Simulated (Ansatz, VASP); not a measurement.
## Two plane-wave programs on Rh

```
CELL_PARAMETERS angstrom
2.72275 0.00000 0.00000
-1.36138 2.35797 0.00000
0.00000 0.00000 4.39370
ATOMIC_POSITIONS crystal
Rh 0.33333 0.66667 0.25000
Rh 0.66667 0.33333 0.75000
```

This isn't the form of Rh at room conditions, which is fcc.

Alike in both runs: task single point; functional PBE; k mesh 22 × 22 × 12; occupations fermi-dirac, width 0.05 eV; collinear spin.

|  | VASP | Ansatz |
| --- | --- | --- |
| version | VASP 6.6.1 | Ansatz 0.2.0 |
| potentials or method | VASP PAW PBE potentials, release 64 (Rh_pv) | plane waves (420 eV) with PAW, scalar-relativistic |
| plane-wave cutoff (eV) | 520 | 420 |
| valence electrons in the cell | 30 | 34 |

|  | VASP | Ansatz | Ansatz less VASP |
| --- | --- | --- | --- |
| net moment per atom (μB) | 0.00 | 0.00 | 0.000 |

With one functional, cell and mesh, what is left measures potentials, basis and numerics. The two sets of potentials don't hold the same shells in valence. Ansatz warned: «seeded_moment_not_kept».
